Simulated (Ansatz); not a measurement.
Working through the levels without and with spin-orbit coupling of PbS, space group Cmcm

Program: the Python package of Ansatz (0.2.0).

Notebook, run cell by cell (the value of a cell's last expression is shown):

```python
from dataclasses import dataclass
import warnings

import ansatz


@dataclass(frozen=True)
class Options:
    mesh: tuple[int, ...] = (5, 5, 5)
    occupations: str = "methfessel_paxton"
    width_ev: float = 0.02
    xc: str = "pbesol"
    scf_tol: float = 1e-07
    n_empty: int = 12
```

```python
settings = Options()

warnings.simplefilter("ignore", ansatz.DeckWarning)
```

```python
pbs = (
    ansatz.Lattice.from_parameters(4.159905, 11.982594, 4.279321, alpha=90, beta=90, gamma=90)
    .space_group(63, hermann_mauguin="Cmcm")
    .atom("Pb", (0.5, 0.630563, 0.75))
    .atom("S", (0.5, 0.854797, 0.75))
    .primitive()
)
```

```python
pbs.resolved().sites[-1]
```

    Site(symbol='S', position=(0.35479700000000003, 0.645203, 0.25), moment=None, axis=None, held=None, saved=None)

```python
calc = pbs.calculation()
calc = calc.basis(24 * ansatz.Ha, xc_grid=3).kpoints(*settings.mesh, center="gamma")
calc = calc.occupations(settings.occupations, width=settings.width_ev)
calc = calc.functional(settings.xc)
calc = calc.scf(tolerance=settings.scf_tol, extra_bands=settings.n_empty).band_table()
for label, variant in (("scalar-relativistic", calc), ("spin-orbit", calc.spin(soc=True))):
    summary = variant.run().report
    zero = summary["band_edges_ev"][0] if summary.get("band_edges_ev") else summary["fermi_energy_ev"]
    near = [round(e - zero, 3) for e in summary["eigenvalues_ev"][0] if abs(e - zero) < 2]
    print(label)
    print("  band edges (eV):", [round(e, 3) for e in summary.get("band_edges_ev") or []] or "none reported")
    print("  levels at k =", summary["kpoints_frac"][0], "within 2 eV of the zero:", near)
```

    scalar-relativistic
      band edges (eV): [7.377, 8.508]
      levels at k = [0.0, 0.0, 0.0] within 2 eV of the zero: [-1.667, -1.485, -0.497]
    spin-orbit
      band edges (eV): [7.322, 8.191]
      levels at k = [0.0, 0.0, 0.0] within 2 eV of the zero: [-1.798, -1.798, -1.459, -1.459, -0.51, -0.51]

Reading the output:
- These settings explore the input space; cutoff and mesh may be short of convergence.
- The computed bands are complete only to about 3.9 eV above the Fermi level.
- This cell is a computed structure, which may not be the phase found in nature.
- Gaps and levels are Kohn-Sham values on a finite set of k-points.
- With spin-orbit coupling each level holds one electron and, with inversion or at time-reversal points, comes in pairs; a window in energy can cut a split set.
- Wall time of the script: 44 s on 1 thread of Intel(R) Xeon(R) Processor @ 2.30GHz, with other jobs on the host, peak memory 1.1 GiB.
